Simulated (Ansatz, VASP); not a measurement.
**Two plane-wave programs on Pt**

```
Pt
1.0
    -1.58219    1.58219    1.58219
     1.58219   -1.58219    1.58219
     1.58219    1.58219   -1.58219
Pt
1
Cartesian
  0.0000 0.0000 0.0000
```

Alike in both runs: task single point; functional PBE; k mesh 18 × 18 × 18; occupations gaussian, width 0.05 eV; non-collinear spin, spin-orbit coupling.

```csv
,VASP,Ansatz
version,VASP 6.6.1,Ansatz 0.2.0
potentials or method,"VASP PAW PBE potentials, release 64 (Pt)","plane waves, PAW"
plane-wave cutoff (eV),520,600
valence electrons in the cell,10,18
```

```tsv
	VASP	Ansatz	Ansatz less VASP
gap on the k mesh at the Fermi level (eV)	none	none	-
pressure (GPa)	-0.2	0.0	+0.15
net moment per atom (μB)	0.00	0.00	0.000
```

A gap of «none» marks a metal or a gap that the smearing closes. The functional is the same, so the differences come from potentials, cutoffs and numerics. The two sets of potentials don't hold the same shells in valence.
